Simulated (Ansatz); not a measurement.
Take a crystal in which Br has been replaced by I on all its sites, with the cell rescaled by a rough guess (in some cases also distorted within its space group) and nothing relaxed:

```yaml
crystal:
  lattice:
    - [0.00000, 3.46025, 3.46025]
    - [3.46025, 0.00000, 3.46025]
    - [3.46025, 3.46025, 0.00000]
  atoms:
    - { symbol: K, position: [0.00000, 0.00000, 0.00000] }
    - { symbol: I, position: [0.50000, 0.50000, 0.50000] }
```

These are results of DFT PBE, scalar-relativistic, plane waves, PAW (Ansatz), not measurements.

Plane waves to 420 eV, a k mesh through Γ of 6×6×6 on the computed 2-atom cell and Gaussian smearing (0.02 eV); no spin polarisation.

(1) What pressure does the cell carry?

(2) Is it a metal on this mesh?

(3) What is its energy against the elements in their standard states?

Spin-orbit coupling is left out, which matters for the bands of heavy elements.

Answers

(1) The pressure is 1.5 GPa (positive in compression), so the cell would expand.

(2) No: the gap is 4.12 eV, the least direct gap 4.12 eV.

(3) -1.482 eV/atom at this unrelaxed geometry, with the elements in the same functional.